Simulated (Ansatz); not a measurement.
Crystal: BeS.

```
CELL_PARAMETERS angstrom
0.00000 2.42500 2.42500
2.42500 0.00000 2.42500
2.42500 2.42500 0.00000
ATOMIC_POSITIONS crystal
S 0.75000 0.75000 0.75000
Be 0.00000 0.00000 0.00000
```

```yaml
Program: Ansatz 0.2.0
Task: single point
Functional: PBE
Potentials_or_basis: all-electron LAPW, scalar-relativistic
Cutoff: 225 eV (chosen from the basis error)
Basis_error_allowed: 0.001 eV/atom
k_mesh: 9 × 9 × 9
Occupations: fermi-dirac, width 0.05 eV
Spin: no spin polarisation
```

On this cell: pressure 1.5 GPa; largest force zero by symmetry; band gap on the k mesh 3.20 eV, indirect (least direct gap 5.65 eV).

The same run follows on a disturbed copy (atoms moved at random, drawn with an rms of 0.05 Å):

```xyz
2
Lattice="0.0000 2.4250 2.4250 2.4250 0.0000 2.4250 2.4250 2.4250 0.0000" Properties=species:S:1:pos:R:3 pbc="T T T"
S     3.6188    3.6069    3.6718
Be   -0.0189   -0.0020   -0.0290
```

Q: What does the disturbed cell give?

A: The energy moves by +10.2 meV/atom; pressure 1.8 GPa; largest force 0.588 eV/Å; band gap on the k mesh 2.97 eV, indirect (least direct gap 5.35 eV).

Forces in eV/Å, atoms in the order of the input:
```
S    0.053  0.243 -0.532
Be  -0.053 -0.243  0.532
```

Stress tensor (GPa, compression positive):
```
 1.84  1.60 -0.72
 1.60  1.81 -0.20
-0.72 -0.20  1.68
```

Caveats: an odd mesh through Γ misses points on the zone boundary, where band edges often lie.
